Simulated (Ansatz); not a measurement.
# Ba, fcc: geometry optimisation

Theory: DFT, PBE, plane waves (420 eV) with PAW, scalar-relativistic in Ansatz 0.2.0.

k-point mesh 9×9×9, Fermi-Dirac smearing 0.1 eV, no spin polarisation. Cell and atoms relax.

Starting structure:

```yaml
crystal:
  lattice:
    - [0.0, 3.1498026247, 3.1498026247]
    - [3.1498026247, 0.0, 3.1498026247]
    - [3.1498026247, 3.1498026247, 0.0]
  atoms:
    - { symbol: Ba, position: [0.0, 0.0, 0.0] }
hamiltonian:
  xc: pbe
  pseudopotentials:
    kind: paw
    azcp:
      Ba: "pseudopotentials/Ba.paw.azcp"
basis:
  ecutwfc: 420
  fft_grid_basis: typed
kpoints:
  mp_grid: { grid: [9, 9, 9], shift: [0, 0, 0] }
magnetization:
  spin_polarized: false
scf:
  occupations: { method: fermi_dirac, width: 0.1 }
relax:
  max_steps: 60
  f_tol: 0.01
  cell: {}
```

What cell does the relaxation end in?

Fm-3m with a = 6.355 Å; 64.17 Å³ per atom against 62.50 at the start (2.7 %).

How much energy does the relaxation gain?

1.2 meV per atom.
